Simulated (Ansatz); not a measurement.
The cell is a 2-atom cell of CsBr started from a crystallographic database; cell and atoms were relaxed with r2SCAN. Space group Pm-3m (No. 221), cubic; a = 4.320 Å in the conventional setting, 40.30 Å³ an atom. Cs has 8 Br at 3.74 Å; Br has 8 Cs at 3.74 Å.

```cif
data_structure
_symmetry_space_group_name_H-M 'Pm-3m'
_symmetry_Int_Tables_number 221
_cell_length_a 4.3196
_cell_length_b 4.3196
_cell_length_c 4.3196
_cell_angle_alpha 90.000
_cell_angle_beta 90.000
_cell_angle_gamma 90.000
_cell_volume 80.60
loop_
_atom_site_label
_atom_site_type_symbol
_atom_site_symmetry_multiplicity
_atom_site_Wyckoff_symbol
_atom_site_fract_x
_atom_site_fract_y
_atom_site_fract_z
_atom_site_occupancy
Cs1 Cs 1 a 0.00000 0.00000 0.00000 1
Br1 Br 1 b 0.50000 0.50000 0.50000 1
```

4 runs of the plane-wave code Ansatz on this cell differ in the functional (and in the settings that go with it). Levels are in eV from each run's valence top; v1 is the last filled band, c1 the first empty one.

Run A, mean stress -0.1 GPa (compression positive):
```tsv
point	v2	v1	c1	c2
Γ	0.00	0.00	6.74	7.09
X	-0.20	-0.20	8.18	9.61
M	-0.62	0.00	7.49	7.77
R	-1.22	-1.22	10.76	10.76
```

Run B, mean stress +0.7 GPa (compression positive):
```tsv
point	v2	v1	c1	c2
Γ	0.00	0.00	4.44	4.95
X	-0.19	-0.19	5.93	7.20
M	-0.57	0.00	5.26	5.49
R	-1.12	-1.12	8.23	8.23
```

Run C, mean stress +0.4 GPa (compression positive):
```tsv
point	v2	v1	c1	c2
Γ	0.00	0.00	5.61	6.08
X	-0.20	-0.20	7.14	8.47
M	-0.61	0.00	6.42	6.68
R	-1.18	-1.18	9.57	9.57
```

Run D, mean stress +0.3 GPa (compression positive):
```tsv
point	v2	v1	c1	c2
Γ	0.00	0.00	6.31	6.81
X	-0.21	-0.21	7.89	9.22
M	-0.62	0.00	7.15	7.40
R	-1.21	-1.21	10.33	10.33
```

Q: Match the runs to PBE, HSE06, PBE0, r2SCAN0.

A: A is r2SCAN0, B is PBE, C is HSE06, D is PBE0. In order of the gap: PBE 4.44, HSE06 5.61, PBE0 6.31, r2SCAN0 6.74 eV.

Calculated for a static, non-magnetic cell.

The runs are scalar-relativistic, without spin-orbit coupling.

The program warns that its thresholds are loose for a hybrid's stress.

The meshes of the hybrids are coarse, so their gaps aren't converged to the digits shown.
